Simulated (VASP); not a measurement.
A run of VASP 6.6.1 is set up as follows.

File INCAR:

```
SYSTEM = Ge
  PREC = Accurate
  ENCUT = 600
  EDIFF = 1E-7
  ISMEAR = 0
  SIGMA = 0.03
  LREAL = .False.
  LASPH = .True.
  NELM = 80
  ALGO = Normal
  ISIF = 3
  LWAVE = .False.
  LCHARG = .False.
  METAGGA = R2SCAN
  LMIXTAU = .True.
  IBRION = 2
  NSW = 90
  EDIFFG = -0.005
```

Contents of KPOINTS:

```
regular mesh
0
Gamma
  12 12 5
  0 0 0
```

POSCAR

```
Ge                                      
1.0
    3.9964407371      0.0000000000      0.0000000000
   -1.9982203686      3.4610192018      0.0000000000
    0.0000000000      0.0000000000      6.6027557007
  Ge            
     4
Direct
     0.6666666699999979    0.3333333300000021    0.0629156518729332
     0.3333333300000021    0.6666666699999979    0.5629156518729332
     0.6666666699999979    0.3333333300000021    0.4370843481270668
     0.3333333300000021    0.6666666699999979    0.9370843481270668
```

Potentials or basis: VASP PAW PBE potentials, release 64 (Ge_d).

The run is started by

```console
$ cat potpaw_PBE.64/Ge_d/POTCAR > POTCAR
$ mpirun -np 1 vasp_std > vasp.out
```

(1) What does it give for the space group after relaxing (to 0.05 Å)?

(2) Estimate the relaxed cell.

(3) Estimate the band gap on the k mesh.

(4) What does it give for the relaxed volume?

Results:

(1) P6_3/mmc (No. 194).

(2) a = 3.998 Å, b = 3.998 Å, c = 6.604 Å, α = 90.00°, β = 90.00°, γ = 120.00°.

(3) 0.07 eV, direct.

(4) 22.85 Å³/atom.

Caveat: the PAW data sets were made with another functional, which shifts forces and pressure a little; an odd mesh through Γ misses points on the zone boundary, where band edges often lie.
